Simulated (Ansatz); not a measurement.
# SnSe2: the cost of one run

Computed with Ansatz 0.2.0 (DFT PBEsol, scalar-relativistic, plane waves, PAW, unless a step's input says otherwise).

The COD entry's cell or inner coordinates are ideal or old and differ from later refinements, so a difference from it is no clean test against experiment.

## 1. The starting structure

It takes space group P-3m1 (No. 164, trigonal). Conventional cell: a = 3.811 Å, b = 3.811 Å, c = 6.137 Å, α = 90.00°, β = 90.00°, γ = 120.00°. Around Sn (site symmetry -3m) lie 6 Se at 2.68 Å. Se (site symmetry 3m) has 3 Sn at 2.68 Å as nearest neighbours.

As a file:

```cif
data_structure
_symmetry_space_group_name_H-M 'P-3m1'
_symmetry_Int_Tables_number 164
_cell_length_a 3.8110
_cell_length_b 3.8110
_cell_length_c 6.1370
_cell_angle_alpha 90.000
_cell_angle_beta 90.000
_cell_angle_gamma 120.000
_cell_volume 77.19
loop_
_atom_site_label
_atom_site_type_symbol
_atom_site_symmetry_multiplicity
_atom_site_Wyckoff_symbol
_atom_site_fract_x
_atom_site_fract_y
_atom_site_fract_z
_atom_site_occupancy
Sn1 Sn 1 a 0.00000 0.00000 0.00000 1
Se1 Se 2 d 0.33333 0.66667 0.25000 1
```

Source of the structure: the Crystallography Open Database.

## 2. Probe: one point at the start

The input, input.yaml:

```yaml
crystal:
  lattice:
    - [3.8109987816, 0.0, 0.0]
    - [-1.9054993908, 3.3004217586, 0.0]
    - [0.0, 0.0, 6.137]
  atoms:
    - { symbol: Sn, position: [0.0, 0.0, 0.0] }
    - { symbol: Se, position: [0.3333333333, 0.6666666667, 0.25] }
    - { symbol: Se, position: [0.6666666667, 0.3333333333, 0.75] }
basis:
  ecutwfc: 420
kpoints:
  mp_grid: { grid: [6, 6, 4] }
hamiltonian:
  xc: pbesol
scf:
  occupations: { method: gaussian, width: 0.1 }
output:
  forces: true
  stress: true
  eigenvalues: true
```

Q: Estimate wall time and peak memory on 1 thread of an Arm CPU, shared host.

About 2.4 s, with a peak of 0.35 GiB.
